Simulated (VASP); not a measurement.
# AlN (P6_3mc) in VASP: notebook

The runs below take AlN through relaxation of cell and atoms, with r2SCAN.

Program: VASP 6.6.1. These are calculated values, not measurements. Logs are shortened: lines on timing, memory, paths and dates and some standing lists are left out, and cuts for length are marked.

## Step 1: Starting point

The structure is hexagonal, space group P6_3mc (No. 186). The conventional cell has a = 3.113 Å, b = 3.113 Å, c = 4.981 Å, α = 90.00°, β = 90.00°, γ = 120.00°. Al (site symmetry 3m) has 4 N at 1.89 Å as nearest neighbours. N (site symmetry 3m) is surrounded by 4 Al at 1.89 Å.

## Step 2: Relaxation of cell and atoms, r2SCAN

File INCAR:

```
  PREC = Accurate
  ENCUT = 600
  EDIFF = 1E-6
  ISMEAR = 0
  SIGMA = 0.03
  LREAL = False
  LASPH = True
  NELM = 80
  ALGO = Normal
  ISIF = 3
  LWAVE = False
  LCHARG = False
  METAGGA = R2SCAN
  LMIXTAU = True
  IBRION = 2
  NSW = 90
  EDIFFG = -0.01
```

File KPOINTS:

```
Automatic mesh
0
Gamma
  12 12 6
```

File POSCAR:

```
AlN
1.0
    3.1130000000      0.0000000000      0.0000000000
   -1.5565000000      2.6959370820      0.0000000000
    0.0000000000      0.0000000000      4.9810000000
Al N
2 2
Direct
    0.3333333333      0.6666666667      0.0000000000
    0.6666666667      0.3333333333      0.5000000000
    0.3333333333      0.6666666667      0.3800000000
    0.6666666667      0.3333333333      0.8800000000
```

Potentials or basis: VASP PAW PBE potentials, release 64 (Al, N).

The run is started by

```
$ cat potpaw_PBE.64/Al/POTCAR potpaw_PBE.64/N/POTCAR > POTCAR
$ mpirun -np 1 vasp_std > vasp.out
```

OUTCAR:

```text
PREC = Accurate
   ENCUT = 600
   EDIFF = 1E-6
   ISMEAR = 0
   LREAL = False
   LASPH = True
   NELM = 80
   ISIF = 3
   METAGGA = R2SCAN
   IBRION = 2
   NSW = 90
   EDIFFG = -0.01

 ion  position               nearest neighbor table
   1  0.333  0.667  0.000-   3 1.89   4 1.89   4 1.89   4 1.89   2 3.07   2 3.07   2 3.07   2 3.07
                             2 3.07   2 3.07
   2  0.667  0.333  0.500-   4 1.89   3 1.89   3 1.89   3 1.89   1 3.07   1 3.07   1 3.07   1 3.07
                             1 3.07   1 3.07
   3  0.333  0.667  0.380-   1 1.89   2 1.89   2 1.89   2 1.89
   4  0.667  0.333  0.880-   2 1.89   1 1.89   1 1.89   1 1.89

  LATTYP: Found a hexagonal cell.
 ALAT       =     3.1130000000
 C/A-ratio  =     1.6000642467

  Lattice vectors:

 A1 = (   3.1130000000,   0.0000000000,   0.0000000000)
 A2 = (  -1.5565000000,   2.6959370820,   0.0000000000)
 A3 = (   0.0000000000,   0.0000000000,   4.9810000000)

Analysis of symmetry for initial positions (statically):
=====================================================================
 Subroutine PRICEL returns:
 Original cell was already a primitive cell.

 Routine SETGRP: Setting up the symmetry group for a
 hexagonal supercell.

 Subroutine GETGRP returns: Found 12 space group operations
 (whereof  6 operations were pure point group operations)
 out of a pool of 24 trial point group operations.

The static configuration has the point symmetry C_3v.
 The point group associated with its full space group is C_6v.

Analysis of symmetry for dynamics (positions and initial velocities):
=====================================================================
 Subroutine PRICEL returns:
 Original cell was already a primitive cell.

 Routine SETGRP: Setting up the symmetry group for a
 hexagonal supercell.

 Subroutine GETGRP returns: Found 12 space group operations
 (whereof  6 operations were pure point group operations)
 out of a pool of 24 trial point group operations.

The dynamic configuration has the point symmetry C_3v.
 The point group associated with its full space group is C_6v.

 Subroutine INISYM returns: Found 12 space group operations
 (whereof  6 operations are pure point group operations),
 and found     1 'primitive' translations

----------------------------------------------------------------------------------------

                                     Primitive cell

  volume of cell :      41.8028

  direct lattice vectors                    reciprocal lattice vectors
     3.113000000  0.000000000  0.000000000     0.321233537  0.185464269  0.000000000
    -1.556500000  2.695937082  0.000000000     0.000000000  0.370928538  0.000000000
     0.000000000  0.000000000  4.981000000     0.000000000  0.000000000  0.200762899

  length of vectors
     3.113000000  3.113000000  4.981000000     0.370928538  0.370928538  0.200762899

  position of ions in fractional coordinates (direct lattice)
     0.333333333  0.666666667  0.000000000
     0.666666667  0.333333333  0.500000000
     0.333333333  0.666666667  0.380000000
     0.666666667  0.333333333  0.880000000

  ion indices of the primitive-cell ions
   primitive index   ion index
                 1           1
                 2           2
                 3           3
                 4           4

----------------------------------------------------------------------------------------

 KPOINTS: Automatic mesh

Automatic generation of k-mesh.
 Grid dimensions read from file:
 generate k-points for:   12   12    6

 Generating k-lattice:

  Cartesian coordinates                     Fractional coordinates (reciprocal lattice)
     0.026769461  0.015455356  0.000000000     0.083333333  0.000000000  0.000000000
     0.000000000  0.030910711  0.000000000     0.000000000  0.083333333  0.000000000
     0.000000000  0.000000000  0.033460483     0.000000000  0.000000000  0.166666667

  Length of vectors
     0.030910711  0.030910711  0.033460483

  Shift w.r.t. Gamma in fractional coordinates (k-lattice)
     0.000000000  0.000000000  0.000000000

 Subroutine IBZKPT returns following result:
 ===========================================

 Found     76 irreducible k-points:

 Following reciprocal coordinates:
            Coordinates               Weight
  0.000000  0.000000  0.000000      1.000000
  0.083333  0.000000  0.000000      6.000000
  0.166667  0.000000  0.000000      6.000000
  0.250000  0.000000  0.000000      6.000000
  0.333333  0.000000  0.000000      6.000000
  0.416667  0.000000  0.000000      6.000000
[... 16 lines left out ...]
  0.250000  0.000000  0.166667     12.000000
  0.333333  0.000000  0.166667     12.000000
 [... further k-points ...]
   k-points           NKPTS =     76   k-points in BZ     NKDIM =     76   number of bands    NBANDS=     12
   number of dos      NEDOS =    301   number of ions     NIONS =      4
   total plane-waves  NPLWV =  31360
   dimension x,y,z NGX =    28 NGY =   28 NGZ =   40
   dimension x,y,z NGXF=    56 NGYF=   56 NGZF=   80
   ions per type =               2   2
   NGX,Y,Z   is equivalent  to a cutoff of  14.95, 14.95, 13.35 a.u.
   NGXF,Y,Z  is equivalent  to a cutoff of  29.91, 29.91, 26.70 a.u.
 SYSTEM =  unknown system
   PREC   = accura    normal or accurate (medium, high low for compatibility)
   ISTART =      0    job   : 0-new  1-cont  2-samecut
   ICHARG =      2    charge: 1-file 2-atom 10-const
   ISPIN  =      1    spin polarized calculation?
   LNONCOLLINEAR =      F non collinear calculations
   LSORBIT =      F    spin-orbit coupling
   LASPH  =      T    aspherical Exc in radial PAW
   ENCUT  =  600.0 eV  44.10 Ry    6.64 a.u.   6.22  6.22  9.95*2*pi/ulx,y,z
   NELM   =     80;   NELMIN=  2; NELMDL= -5     # of ELM steps
   EDIFF  = 0.1E-05   stopping-criterion for ELM
   LREAL  =      F    real-space projection
   EDIFFG = -.1E-01   stopping-criterion for IOM
   NSW    =     90    number of steps for IOM
   IBRION =      2    ionic relax: 0-MD 1-quasi-New 2-CG
   NFREE  =      1    steps in history (QN), initial steepest desc. (CG)
   ISIF   =      3    stress and relaxation
   ISYM   =      2    0-nonsym 1-usesym 2-fastsym
   POTIM  = 0.5000    time-step for ionic-motion
   TEBEG  =    0.0;   TEEND  =   0.0 temperature during run
   PSTRESS=    0.0 pullay stress
   NELECT =      16.0000    total number of electrons
   NUPDOWN=      -1.0000    fix difference up-down
   EMIN   =  10.00;   EMAX   =-10.00  energy-range for DOS
   EFERMI =   0.00;   METHOD = LEGACY
   ISMEAR =     0;   SIGMA  =   0.03  broadening in eV -4-tet -1-fermi 0-gaus
   EFERMI_NEDOS =   21; number of points for ismear=-14 and -15
   IALGO  =     38    algorithm
   IMIX   =      4    mixing-type and parameters
     AMIX     =   0.40;   BMIX     =  1.00
     AMIX_MAG =   1.60;   BMIX_MAG =  1.00
  volume/ion in A,a.u.               =      10.45        70.52
  Fermi-wavevector in a.u.,A,eV,Ry     =   1.188629  2.246183 19.222843  1.412839
  Thomas-Fermi vector in A             =   2.324754
   LORBIT       =      0    0 simple, 1 ext, 2 COOP (PROOUT), +10 PAW based schemes
   METAGGA = R2SCAN    functional components
   LHFCALC =     F    Hartree Fock is set to
   AEXX    =    0.0000 exact exchange contribution
   IVDW    =     0    specifies the selected vdW correction
   LEPSILON=     F    determine dielectric tensor
   LRPA    =     F    only Hartree local field effects (RPA)
 conjugate gradient relaxation of ions
 non-spin polarized calculation
 Gauss-broadening in eV      SIGMA  =   0.03
  energy-cutoff  :      600.00
  volume of cell :       41.80
 maximum number of plane-waves:      1412
 NGX is ok and might be reduce to    28
   NGX = 13   NGY = 13   NGZ = 19

--------------------------------------- Ionic step        1  -------------------------------------------

 number of electron      16.0000000 magnetization

 Free energy of the ion-electron system (eV)
  ---------------------------------------------------
  ext. energy  EPLUGINS =         0.00000000
  ---------------------------------------------------
  free energy    TOTEN  =       -38.45373731 eV

  energy without entropy =      -38.45373731  energy(sigma->0) =      -38.45373731

------------------------ aborting loop because EDIFF is reached ----------------------------------------

  FORCE on cell =-STRESS in cart. coord.  units (eV):
  Direction    XX          YY          ZZ          XY          YZ          ZX
  --------------------------------------------------------------------------------------
  -------------------------------------------------------------------------------------
  Total       -0.4845898     -0.4845898     -0.0099334      0.0000000     -0.0000000     -0.0000000
  in kB      -18.5728882    -18.5728882     -0.3807166      0.0000000     -0.0000000     -0.0000000
  external PRESSURE =     -12.5088310 kB  Pullay stress =       0.0000000 kB
[... 175 lines left out ...]
  energy  without entropy=      -38.4558698743  energy(sigma->0) =      -38.45586987

--------------------------------------- Ionic step        6  -------------------------------------------

 number of electron      15.9999999 magnetization

 Free energy of the ion-electron system (eV)
  ---------------------------------------------------
  ext. energy  EPLUGINS =         0.00000000
  ---------------------------------------------------
  free energy    TOTEN  =       -38.45592206 eV

  energy without entropy =      -38.45592206  energy(sigma->0) =      -38.45592206

 E-fermi :   6.1375     XC(G=0): -11.4240

 val. band max:        5.9293507177   @ k =   0.0000   0.0000   0.0000
 cond. band min:      10.8680842142   @ k =   0.0000   0.0000   0.0000
 fundamental gap:      4.9387334965
 Fermi energy:         6.1374699310

 k-point     1 :       0.0000    0.0000    0.0000
  band No.  band energies     occupation
      1     -10.0573      2.00000
      2      -7.9329      2.00000
      3      -0.1455      2.00000
      4       5.0516      2.00000
      5       5.0516      2.00000
      6       5.7108      2.00000
      7       5.7108      2.00000
      8       5.9294      2.00000
      9      10.8681      0.00000
     10      13.4937      0.00000
     11      17.5572      0.00000
     12      17.9963      0.00000
[... 331 lines left out ...]
 k-point    24 :       0.3333    0.0000    0.1667
  band No.  band energies     occupation
      1      -8.7318      2.00000
      2      -7.5240      2.00000
      3       0.9634      2.00000
      4       1.9421      2.00000
      5       2.5521      2.00000
      6       4.1233      2.00000
      7       5.1280      2.00000
      8       5.2615      2.00000
      9      12.5130      0.00000
     10      13.3446      0.00000
     11      15.3084      0.00000
     12      17.0834      0.00000

 [... further k-points ...]
[... 5 lines left out ...]
  --------------------------------------------------------------------------------------
  -------------------------------------------------------------------------------------
  Total        0.0240323      0.0240323     -0.0186765      0.0000000     -0.0000000     -0.0000000
  in kB        0.9268010      0.9268010     -0.7202567      0.0000000     -0.0000000     -0.0000000
  external PRESSURE =       0.3777818 kB  Pullay stress =       0.0000000 kB
[... 19 lines left out ...]
  FREE ENERGIE OF THE ION-ELECTRON SYSTEM (eV)
  ---------------------------------------------------
  free  energy   TOTEN  =       -38.4559220556 eV

  energy  without entropy=      -38.4559220556  energy(sigma->0) =      -38.45592206

 reached required accuracy - stopping structural energy minimisation
```

Run time: 8 min. Hardware: 1 thread of Intel Xeon Platinum 8488C (Sapphire Rapids), shared host; peak memory 0.22 GiB.

Results:

```
Free energy                            : -38.4559 eV
Relaxed volume                         : 10.39 Å³/atom
Relaxed cell                           : a = 3.104 Å, b = 3.104 Å, c = 4.978 Å, α = 90.00°, β = 90.00°, γ = 120.00°
Space group after relaxing (to 0.05 Å) : P6_3mc (No. 186)
Energy gained by relaxing              : 0.5 meV/atom
Ionic steps                            : 6
Pressure after relaxing                : 0.0 GPa
Largest force after relaxing           : 0.004 eV/Å
Band gap on the k mesh                 : 4.94 eV, direct
```

Forces on the atoms (eV/Å):
```
Al   0.000  0.000 -0.004
Al   0.000  0.000 -0.004
N    0.000  0.000  0.004
N    0.000  0.000  0.004
```

Stress tensor (GPa, compression positive):
```
 0.09  0.00  0.00
 0.00  0.09  0.00
 0.00  0.00 -0.07
```

Step by step:
```csv
step,energy change (eV),largest force (eV/Å),pressure (GPa),volume (Å³)
1,0.0000,0.1251,-1.25,41.80
2,0.0001,0.0987,1.29,41.31
3,-0.0021,0.0151,-0.03,41.56
4,-0.0021,0.0120,-0.01,41.55
5,-0.0021,0.0101,0.02,41.55
6,-0.0022,0.0039,0.04,41.54
```

Final structure:
```
Al N
1.0
     3.10440    0.00000    0.00000
    -1.55220    2.68849    0.00000
     0.00000    0.00000    4.97773
Al N
2 2
Direct
  0.33333 0.66667 0.99926
  0.66667 0.33333 0.49926
  0.33333 0.66667 0.38074
  0.66667 0.33333 0.88074
```

Levels at points of the mesh, in eV from the valence-band top:
```
           k point  band 5  band 6  band 7  band 8  band 9  band 10  band 11  band 12
(0.00, 0.00, 0.00)   -0.88   -0.22   -0.22    0.00    4.94     7.56    11.63    12.07
(0.50, 0.00, 0.00)   -3.39   -2.13   -1.77   -0.70    6.45     6.58     9.07    11.27
(0.00, 0.00, 0.50)   -0.56   -0.56   -0.56   -0.56    7.28     7.28    11.33    11.33
(0.50, 0.00, 0.50)   -1.49   -1.49   -1.39   -1.39    6.01     6.01    10.16    10.16
```

Caveat: the PAW data sets were made with another functional, which shifts forces and pressure a little. A k mesh can miss the band edges.

## Step 3: Relaxation of cell and atoms, r2SCAN

This run uses another cell than the first one, of 10.39 Å³/atom, 0.994 times its volume.

Changes to INCAR since step 2:

```diff
@@ -2,3 +2,3 @@
   ENCUT = 600
-  EDIFF = 1E-6
+  EDIFF = 1E-7
   ISMEAR = 0
@@ -16,2 +16,2 @@
   NSW = 90
-  EDIFFG = -0.01
+  EDIFFG = -0.005
```

KPOINTS is that of step 2.

File POSCAR:

```
AlN                                     
1.0
    3.1044035650      0.0000000000     -0.0000000000
   -1.5522017825      2.6884923509      0.0000000000
    0.0000000000     -0.0000000000      4.9777328379
  Al              N             
     2     2
Direct
     0.3333333332999970    0.6666666667000030    0.9992570489196196
     0.6666666667000030    0.3333333332999970    0.4992570489196196
     0.3333333332999970    0.6666666667000030    0.3807429510803829
     0.6666666667000030    0.3333333332999970    0.8807429510803829
```

Potentials or basis: VASP PAW PBE potentials, release 64 (Al, N).

The run is started by

```
$ cat potpaw_PBE.64/Al/POTCAR potpaw_PBE.64/N/POTCAR > POTCAR
$ mpirun -np 1 vasp_std > vasp.out
```

OUTCAR:

```text
PREC = Accurate
   ENCUT = 600
   EDIFF = 1E-7
   ISMEAR = 0
   LREAL = False
   LASPH = True
   NELM = 80
   ISIF = 3
   METAGGA = R2SCAN
   IBRION = 2
   NSW = 90
   EDIFFG = -0.005

 ion  position               nearest neighbor table
   1  0.333  0.667  0.999-   4 1.89   4 1.89   4 1.89   3 1.90   2 3.07   2 3.07   2 3.07   2 3.07
                             2 3.07   2 3.07
   2  0.667  0.333  0.499-   3 1.89   3 1.89   3 1.89   4 1.90   1 3.07   1 3.07   1 3.07   1 3.07
                             1 3.07   1 3.07
   3  0.333  0.667  0.381-   2 1.89   2 1.89   2 1.89   1 1.90
   4  0.667  0.333  0.881-   1 1.89   1 1.89   1 1.89   2 1.90

  LATTYP: Found a hexagonal cell.
 ALAT       =     3.1044035650
 C/A-ratio  =     1.6034425724

  Lattice vectors:

 A1 = (   3.1044035650,   0.0000000000,   0.0000000000)
 A2 = (  -1.5522017825,   2.6884923509,   0.0000000000)
 A3 = (   0.0000000000,   0.0000000000,   4.9777328379)

Analysis of symmetry for initial positions (statically):
=====================================================================
 Subroutine PRICEL returns:
 Original cell was already a primitive cell.

 Routine SETGRP: Setting up the symmetry group for a
 hexagonal supercell.

[... 576 lines left out ...]
 k-point    24 :       0.3333   -0.0000    0.1667
  band No.  band energies     occupation
      1      -8.7342      2.00000
      2      -7.5259      2.00000
      3       0.9607      2.00000
      4       1.9402      2.00000
      5       2.5504      2.00000
      6       4.1179      2.00000
      7       5.1264      2.00000
      8       5.2578      2.00000
      9      12.5090      0.00000
     10      13.3394      0.00000
     11      15.3029      0.00000
     12      17.0766      0.00000

 [... further k-points ...]

------------------------ aborting loop because EDIFF is reached ----------------------------------------

  FORCE on cell =-STRESS in cart. coord.  units (eV):
  Direction    XX          YY          ZZ          XY          YZ          ZX
  --------------------------------------------------------------------------------------
  -------------------------------------------------------------------------------------
  Total       -0.0116937     -0.0116937     -0.0097506      0.0000000      0.0000000      0.0000000
  in kB       -0.4508052     -0.4508052     -0.3758956      0.0000000      0.0000000      0.0000000
  external PRESSURE =      -0.4258354 kB  Pullay stress =       0.0000000 kB

 VOLUME and BASIS-vectors are now :
 -----------------------------------------------------------------------------
  energy-cutoff  :      600.00
  volume of cell :       41.56
      direct lattice vectors                 reciprocal lattice vectors
     3.105309001  0.000000000 -0.000000000     0.322029144  0.185923613 -0.000000000
    -1.552654500  2.689276481  0.000000000     0.000000000  0.371847226  0.000000000
     0.000000000  0.000000000  4.976609531     0.000000000  0.000000000  0.200940016

 POSITION                                       TOTAL-FORCE (eV/Angst)
 -----------------------------------------------------------------------------------
     -0.00000      1.79285      4.97272        -0.000000      0.000000     -0.004899
      1.55265      0.89643      2.48442        -0.000000     -0.000000     -0.004899
     -0.00000      1.79285      1.89500         0.000000      0.000000      0.004899
      1.55265      0.89643      4.38330         0.000000     -0.000000      0.004899
 -----------------------------------------------------------------------------------
    total drift:                               -0.000000      0.000000     -0.025037

  FREE ENERGIE OF THE ION-ELECTRON SYSTEM (eV)
  ---------------------------------------------------
  free  energy   TOTEN  =       -38.4558223471 eV

  energy  without entropy=      -38.4558223471  energy(sigma->0) =      -38.45582235

 reached required accuracy - stopping structural energy minimisation
```

Wall time 4.1 min (1 thread of Intel Xeon Platinum 8488C (Sapphire Rapids), shared host); peak memory 0.2 GiB.

What came out:

* Free energy: -38.4558 eV
* Relaxed volume: 10.39 Å³/atom
* Relaxed cell: a = 3.105 Å, b = 3.105 Å, c = 4.977 Å, α = 90.00°, β = 90.00°, γ = 120.00°
* Space group after relaxing (to 0.05 Å): P6_3mc (No. 186)
* Energy gained by relaxing: 0.0 meV/atom
* Ionic steps: 2
* Pressure after relaxing: 0.0 GPa
* Largest force after relaxing: 0.005 eV/Å
* Band gap on the k mesh: 4.93 eV, direct

Forces on the atoms (eV/Å):
```
Al   0.000  0.000 -0.005
Al   0.000  0.000 -0.005
N    0.000  0.000  0.005
N    0.000  0.000  0.005
```

Final structure:
```
CELL_PARAMETERS angstrom
3.10531 0.00000 0.00000
-1.55265 2.68928 0.00000
0.00000 0.00000 4.97661
ATOMIC_POSITIONS crystal
Al 0.33333 0.66667 0.99922
Al 0.66667 0.33333 0.49922
N 0.33333 0.66667 0.38078
N 0.66667 0.33333 0.88078
```

Caveat: the PAW data sets were made with another functional, which shifts forces and pressure a little. r2SCAN opens gaps a little over a GGA but as a rule still falls short of measured ones.
